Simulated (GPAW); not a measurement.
## TaN: band structure with revPBE

TaN:

```xyz
2
Lattice="0.0000 2.2113 2.2113 2.2113 0.0000 2.2113 2.2113 2.2113 0.0000" Properties=species:S:1:pos:R:3 pbc="T T T"
Ta    2.2113    2.2113    2.2113
N     0.0000    0.0000    0.0000
```

The cell comes from a database or a generator and needn't be the stable form of this composition.

- Program: GPAW 26.7.0
- Task: band structure
- Functional: revPBE
- Potentials or basis: the program's PAW data sets (release 1.2.1) made for this functional
- Cutoff: 800 eV
- Basis: pw
- k mesh: 10 × 10 × 10
- Occupations: fermi-dirac, width 0.05 eV
- Spin: no spin polarisation
- Maxiter: 150
- Band path: GXWKGLUWLK,UX
- Band points: 100

```yaml
Pressure: 2.5 GPa
Band_gap_along_the_path: none (metal or under the smearing width)
```

Levels at the corners of the path, in eV from the Fermi level:
| point | band 6 | band 7 | band 8 | band 9 | band 10 | band 11 | band 12 | band 13 |
| --- | --- | --- | --- | --- | --- | --- | --- | --- |
| Γ | -3.80 | -3.80 | -3.80 | -2.07 | -2.07 | -2.07 | 0.05 | 0.05 |
| X | -6.64 | -5.36 | -4.62 | -4.62 | 2.04 | 3.40 | 3.40 | 4.31 |
| W | -7.35 | -6.74 | -6.74 | -0.21 | -0.21 | 3.41 | 3.87 | 4.41 |
| K | -7.61 | -6.78 | -6.11 | -2.21 | 2.37 | 2.45 | 4.38 | 4.87 |
| Γ | -3.80 | -3.80 | -3.80 | -2.07 | -2.07 | -2.07 | 0.05 | 0.05 |
| L | -10.22 | -7.45 | -7.45 | 1.82 | 1.82 | 1.92 | 3.69 | 7.31 |
| U | -7.61 | -6.78 | -6.11 | -2.21 | 2.37 | 2.45 | 4.38 | 4.87 |
| W | -7.35 | -6.74 | -6.74 | -0.21 | -0.21 | 3.41 | 3.87 | 4.41 |
| L | -10.22 | -7.45 | -7.45 | 1.82 | 1.82 | 1.92 | 3.69 | 7.31 |
| K | -7.61 | -6.78 | -6.11 | -2.21 | 2.37 | 2.45 | 4.38 | 4.87 |
| U | -7.61 | -6.78 | -6.11 | -2.21 | 2.37 | 2.45 | 4.38 | 4.87 |
| X | -6.64 | -5.36 | -4.62 | -4.62 | 2.04 | 3.40 | 3.40 | 4.31 |

Run time: 110 s on 1 thread of Intel(R) Xeon(R) Platinum 8259CL CPU @ 2.50GHz (Skylake/Cascade Lake), with other jobs on the host, peak memory 0.26 GiB.

Caveat: spin-orbit coupling is left out, which moves the levels of the heavy elements.
